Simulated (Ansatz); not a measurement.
Notes on FeCo

```yaml
crystal:
  lattice:
    - [2.83431, 0.00000, 0.00000]
    - [0.00000, 2.83431, 0.00000]
    - [0.00000, 0.00000, 2.83431]
  atoms:
    - { symbol: Co, position: [0.00000, 0.00000, 0.00000] }
    - { symbol: Fe, position: [0.50000, 0.50000, 0.50000] }
```

Method: PBE, no spin polarisation; PAW, plane waves to 420 eV, 12×12×12 Γ-centred mesh, fermi-dirac occupations (width 0.1 eV) (Ansatz 0.2.0), atoms fixed.

How is the charge shared?

Bader charges in e: Fe +0.10, Co -0.10. In the mean Fe gives up most and Co takes most.

Is the cell too large or too small?

The pressure is -15.7 GPa (compression positive), so with the atoms held at these fractions the cell would first shrink.

Is it stable against the elements?

0.53 eV an atom against the elements' usual phases (free molecules for gases, crystals otherwise, with no correction for O₂ or N₂), so at this geometry it isn't bound against them. Relaxing would lower it.

Is there a gap?

It is a metal, with about 7.3 states/eV a cell as the mean within 0.25 eV of the Fermi level, mostly Co d (51 %) and Fe d (47 %).

Origin: a database entry at a rescaled volume. Caveats: no spin polarisation, so a magnetic state may lie lower; atoms or cell far from equilibrium.
